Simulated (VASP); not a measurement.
**SnTe2 (fluorite): a PBEsol single-point calculation in VASP**

INCAR

```
GGA = PS
SIGMA = 0.02
ISMEAR = -1
ISIF = 2
EDIFF = 1E-7
LASPH = .TRUE.
IBRION = -1
PREC = Accurate
NELM = 120
NBANDS = 20
LREAL = .FALSE.
LCHARG = .FALSE.
ENCUT = 520
LWAVE = .FALSE.
NSW = 0
```

KPOINTS

```
KPOINTS created by Atomic Simulation Environment
0
Gamma
6 6 6
0 0 0
```

KPOINTS_OPT

```
special points
6
Reciprocal
0.0000000000 0.0000000000 0.0000000000 1
0.5000000000 0.0000000000 0.5000000000 1
0.5000000000 0.2500000000 0.7500000000 1
0.3750000000 0.3750000000 0.7500000000 1
0.5000000000 0.5000000000 0.5000000000 1
0.6250000000 0.2500000000 0.6250000000 1
```

POSCAR

```
Sn Te
 1.0000000000000000
    -0.0000000000000000    3.7010376708088639    3.7010376708088639
     3.7010376708088639   -0.0000000000000000    3.7010376708088639
     3.7010376708088639    3.7010376708088639   -0.0000000000000000
 Sn  Te
   1   2
Cartesian
  0.0000000000000000  0.0000000000000000 -0.0000000000000000
  1.8505188354044317  1.8505188354044317  1.8505188354044317
  5.5515565062132950  5.5515565062132950  5.5515565062132950
```

VASP ran with the recommended PBE PAW datasets (26 valence electrons in the cell).

Command

```
mpirun -np 1 vasp_std
```

From OUTCAR

```
k-points           NKPTS =     16   k-points in BZ     NKDIM =     16   number of bands    NBANDS=     20

   NELECT =      26.0000    total number of electrons

   dimension x,y,z NGX =    40 NGY =   40 NGZ =   40
   dimension x,y,z NGXF=    80 NGYF=   80 NGZF=   80

  energy-cutoff  :      520.00
  volume of cell :      101.39
      direct lattice vectors                 reciprocal lattice vectors
     0.000000000  3.701037671  3.701037671    -0.135097247  0.135097247  0.135097247
     3.701037671  0.000000000  3.701037671     0.135097247 -0.135097247  0.135097247
     3.701037671  3.701037671  0.000000000     0.135097247  0.135097247 -0.135097247

 k-points in reciprocal lattice and weights: KPOINTS created by Atomic Simulation Env
   0.00000000  0.00000000  0.00000000       0.005
   0.16666667  0.00000000  0.00000000       0.037
   0.33333333  0.00000000  0.00000000       0.037
   0.50000000  0.00000000  0.00000000       0.019
   0.16666667  0.16666667  0.00000000       0.028
   0.33333333  0.16666667  0.00000000       0.111
   0.50000000  0.16666667  0.00000000       0.111
  -0.33333333  0.16666667  0.00000000       0.111
   ...

 E-fermi :   5.4189

 k-point     1 :       0.0000    0.0000    0.0000
  band No.  band energies     occupation
      1     -15.8102      2.00000
      2     -15.8102      2.00000
      3     -15.8102      2.00000
      4     -15.7983      2.00000
      5     -15.7983      2.00000
      6      -6.9682      2.00000
      7      -4.1232      2.00000
      8       0.9166      2.00000
      9       2.7704      2.00000
     10       2.7704      2.00000
     11       2.7704      2.00000
     12       3.9925      2.00000
     13       3.9925      2.00000
     14       3.9925      2.00000
     15       6.9918      0.00000
     16       6.9918      0.00000
     17       6.9918      0.00000
     18      10.1531      0.00000
     19      10.1531      0.00000
     20      10.8835      0.00000

 k-point     2 :       0.1667    0.0000    0.0000
  band No.  band energies     occupation
      1     -15.8107      2.00000
      2     -15.8098      2.00000
      3     -15.8098      2.00000
      4     -15.7983      2.00000
      5     -15.7983      2.00000
      6      -6.7982      2.00000
      7      -4.3038      2.00000
      8       0.2478      2.00000
      9       2.6023      2.00000
     10       2.6529      2.00000
     11       2.6529      2.00000
     12       3.9354      2.00000
     13       3.9354      2.00000
     14       5.1198      2.00000
     15       7.1529      0.00000
     16       7.1776      0.00000
     17       7.1776      0.00000
     18      10.8528      0.00000
     19      10.8528      0.00000
     20      11.6475      0.00000

 k-point     3 :       0.3333    0.0000    0.0000
  band No.  band energies     occupation
      1     -15.8118      2.00000
      2     -15.8090      2.00000
      3     -15.8090      2.00000
      4     -15.7982      2.00000
      5     -15.7982      2.00000
      6      -6.3114      2.00000
      7      -4.8304      2.00000
      8      -0.6866      2.00000
      9       2.4971      2.00000
     10       2.4971      2.00000
     11       2.7975      2.00000
     12       3.6920      2.00000
     13       3.6920      2.00000
     14       5.8419      0.00000
     15       7.9366      0.00000
     16       7.9366      0.00000
     17       8.7513      0.00000
     18      11.5210      0.00000
     19      12.1562      0.00000
     20      12.1562      0.00000

 k-point     4 :       0.5000    0.0000    0.0000
  band No.  band energies     occupation
      1     -15.8123      2.00000
      2     -15.8087      2.00000
      3     -15.8087      2.00000
      4     -15.7982      2.00000
      5     -15.7982      2.00000
      6      -5.6736      2.00000
      7      -5.5003      2.00000
      8      -1.0341      2.00000
      9       2.4478      2.00000
     10       2.4478      2.00000
     11       2.9043      2.00000
     12       3.5391      2.00000
     13       3.5391      2.00000
     14       6.0944      0.00000
     15       8.6018      0.00000
     16       8.6018      0.00000
     17       9.8493      0.00000
     18      11.1160      0.00000
     19      11.7473      0.00000
     20      11.7473      0.00000

 k-point     5 :       0.1667    0.1667    0.0000
  band No.  band energies     occupation
      1     -15.8113      2.00000
      2     -15.8094      2.00000
      3     -15.8094      2.00000
      4     -15.7985      2.00000
      5     -15.7981      2.00000
      6      -6.7454      2.00000
      7      -4.3292      2.00000
      8       0.0297      2.00000
      9       2.1056      2.00000
     10       2.1056      2.00000
     11       3.5074      2.00000
     12       4.2240      2.00000
     13       4.6370      2.00000
     14       4.6370      2.00000
     15       6.4736      0.00000
     16       7.6696      0.00000
     17       7.6696      0.00000
     18      10.3947      0.00000
     19      11.1735      0.00000
     20      12.1514      0.00000

 k-point     6 :       0.3333    0.1667    0.0000
  band No.  band energies     occupation
      1     -15.8121      2.00000
      2     -15.8090      2.00000
      3     -15.8086      2.00000
      4     -15.7986      2.00000
      5     -15.7980      2.00000
      6      -6.3774      2.00000
      7      -4.6603      2.00000
      8      -0.8670      2.00000
      9       1.8216      2.00000
     10       1.9615      2.00000
     11       3.6126      2.00000
     12       4.1979      2.00000
     13       4.7134      2.00000
     14       5.2370      1.99978
     15       7.3373      0.00000
     16       8.4056      0.00000
     17       8.4460      0.00000
     18      11.2526      0.00000
     19      11.7593      0.00000
     20      12.4606      0.00000

 k-point     7 :       0.5000    0.1667    0.0000
  band No.  band energies     occupation
      1     -15.8120      2.00000
      2     -15.8092      2.00000
      3     -15.8082      2.00000
      4     -15.7984      2.00000
      5     -15.7980      2.00000
      6      -5.7718      2.00000
      7      -5.2629      2.00000
      8      -1.4347      2.00000
      9       1.8869      2.00000
     10       1.9464      2.00000
     11       3.2238      2.00000
     12       4.3233      2.00000
     13       4.6985      2.00000
     14       5.5006      0.03309
     15       8.5459      0.00000
     16       8.7630      0.00000
     17       9.3632      0.00000
     18      10.9321      0.00000
     19      11.9818      0.00000
     20      13.2258      0.00000

 k-point     8 :      -0.3333    0.1667    0.0000
  band No.  band energies     occupation
      1     -15.8115      2.00000
      2     -15.8094      2.00000
      3     -15.8086      2.00000
      4     -15.7983      2.00000
      5     -15.7982      2.00000
      6      -5.9751      2.00000
      7      -5.0796      2.00000
      8      -1.3003      2.00000
      9       1.9871      2.00000
     10       2.3116      2.00000
     11       2.8973      2.00000
     12       3.8381      2.00000
     13       4.9628      2.00000
     14       5.6254      0.00007
     15       7.9214      0.00000
     16       8.7286      0.00000
     17       9.3463      0.00000
     18      10.5171      0.00000
     19      12.5737      0.00000
     20      12.9979      0.00000

 k-point     9 :      -0.1667    0.1667    0.0000
  band No.  band energies     occupation
      1     -15.8112      2.00000
      2     -15.8093      2.00000
      3     -15.8093      2.00000
      4     -15.7984      2.00000
      5     -15.7982      2.00000
      6      -6.5259      2.00000
      7      -4.5615      2.00000
      8      -0.5224      2.00000
      9       2.2114      2.00000
     10       2.5604      2.00000
     11       3.0303      2.00000
     12       3.3032      2.00000
     13       5.0666      2.00000
     14       5.1982      1.99997
     15       7.1970      0.00000
     16       7.5696      0.00000
     17       8.3433      0.00000
     18      11.1185      0.00000
     19      11.7229      0.00000
     20      12.2409      0.00000

 k-point    10 :       0.3333    0.3333    0.0000
  band No.  band energies     occupation
      1     -15.8137      2.00000
      2     -15.8078      2.00000
      3     -15.8078      2.00000
      4     -15.7989      2.00000
      5     -15.7977      2.00000
      6      -6.1741      2.00000
      7      -4.6787      2.00000
      8      -1.4924      2.00000
      9       1.3799      2.00000
     10       1.3799      2.00000
     11       3.9363      2.00000
     12       5.2642      1.99912
     13       5.4651      0.18058
     14       5.4651      0.18058
     15       6.9025      0.00000
     16       9.0541      0.00000
     17       9.0541      0.00000
     18      11.0730      0.00000
     19      11.7715      0.00000
     20      13.1149      0.00000

 ...

  Total       -1.1288451     -1.1288451     -1.1288451      0.0000000      0.0000000      0.0000000
  in kB      -17.8379283    -17.8379283    -17.8379283      0.0000000      0.0000000      0.0000000
  external PRESSURE =     -17.8379283 kB  Pullay stress =       0.0000000 kB

 POSITION                                       TOTAL-FORCE (eV/Angst)
 -----------------------------------------------------------------------------------
      0.00000      0.00000      0.00000         0.000000     -0.000000      0.000000
      1.85052      1.85052      1.85052        -0.000000     -0.000000     -0.000000
      5.55156      5.55156      5.55156         0.000000      0.000000      0.000000
 -----------------------------------------------------------------------------------
    total drift:                               -0.000000      0.000000      0.000000

  FREE ENERGIE OF THE ION-ELECTRON SYSTEM (eV)
  ---------------------------------------------------
  free  energy   TOTEN  =       -10.8952366801 eV

  energy  without entropy=      -10.8905384076  energy(sigma->0) =      -10.89288754
```

- gap between bands v and c: -2.13 eV (bands overlap: a metal)
- least direct gap: 0.00 eV
- pressure: -1.8 GPa

Band v is the last that the valence electrons fill when counted band by band, and c is the next.

The run took about 16 s on one core of a shared host (Intel Xeon 6975P-C) and held 0.27 GiB at most.
